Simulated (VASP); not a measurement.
The system is GaP.

```
Ga P
1.0
     0.00000    2.72541    2.72541
     2.72541    0.00000    2.72541
     2.72541    2.72541    0.00000
Ga P
1 1
Direct
  0.00000 0.00000 0.00000
  0.25000 0.25000 0.25000
```

Program: VASP 6.6.1. Alike in all runs: task single point; potentials or basis VASP PAW PBE potentials, release 64 (Ga_d, P); no spin polarisation; cell as given; cutoff (eV) 520; smearing gaussian 0.01 eV.

Task: Order these runs on this cell by their band gap on the k mesh, lowest first.
A. level PBE-based screened hybrid; k mesh 4 × 4 × 4; exchange at q = 0 truncated; grid for exact exchange (PRECFOCK) Normal; screening parameter 0.5; share of exact exchange 1; mesh quality coarse
B. level HSE06; k mesh 4 × 4 × 4; exchange at q = 0 truncated; grid for exact exchange (PRECFOCK) Normal; screening parameter 0.2079 1/A; mesh quality coarse
C. level PBEsol; k mesh 6 × 6 × 6; mesh quality not flagged

Result: C (1.51 eV), B (2.31 eV), A (3.06 eV).

Caveats: some runs use coarse meshes.

A k mesh can miss the band edges.
